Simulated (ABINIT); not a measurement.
The system is Co.

```xyz
2
Lattice="2.4720 0.0000 0.0000 -1.2360 2.1408 0.0000 0.0000 0.0000 4.0211" Properties=species:S:1:pos:R:3 pbc="T T T"
Co    1.2360    0.7136    3.0159
Co    0.0000    1.4272    1.0053
```

| Property | Result |
| --- | --- |
| Program | ABINIT 10.8.3 (patched build) |
| Task | single point |
| Functional | PBEsol |
| Potentials or basis | JTH PAW PBE v2.0 |
| Cutoff | 707 eV |
| k mesh | 12 × 12 × 7 |
| Occupations | fermi-dirac, width 0.05 eV |
| Spin | collinear spin, ferromagnetic start |
| Starting moments | [2.0, 2.0] μB |

On this cell: pressure -4.8 GPa; largest force under 0.003 eV/Å; net moment 3.20 μB per cell; site moments Co +1.67 μB; band gap on the k mesh none (metal or under the smearing width).

The same run follows on a disturbed copy (atoms moved at random, drawn with an rms of 0.05 Å):

```
Co
1.0
     2.47200    0.00000    0.00000
    -1.23600    2.14081    0.00000
     0.00000    0.00000    4.02114
Co
2
Direct
  0.66485 0.31270 0.74273
  0.34334 0.65289 0.24011
```

**Question.** What does the disturbed cell give?

**Answer.** The energy (extrapolated to zero smearing) moves by +0.1 meV/atom; pressure -4.8 GPa; largest force 0.094 eV/Å; net moment 3.20 μB per cell; site moments Co +1.67 μB; band gap on the k mesh none (metal or under the smearing width).

Forces in eV/Å, atoms in the order of the input:
```
Co   0.049  0.041 -0.068
Co  -0.049 -0.041  0.068
```

Stress tensor (GPa, compression positive):
```
-4.23 -0.39 -0.05
-0.39 -3.67 -0.01
-0.05 -0.01 -6.50
```

Caveats: the PAW data sets were made with another functional, which shifts forces and pressure a little.
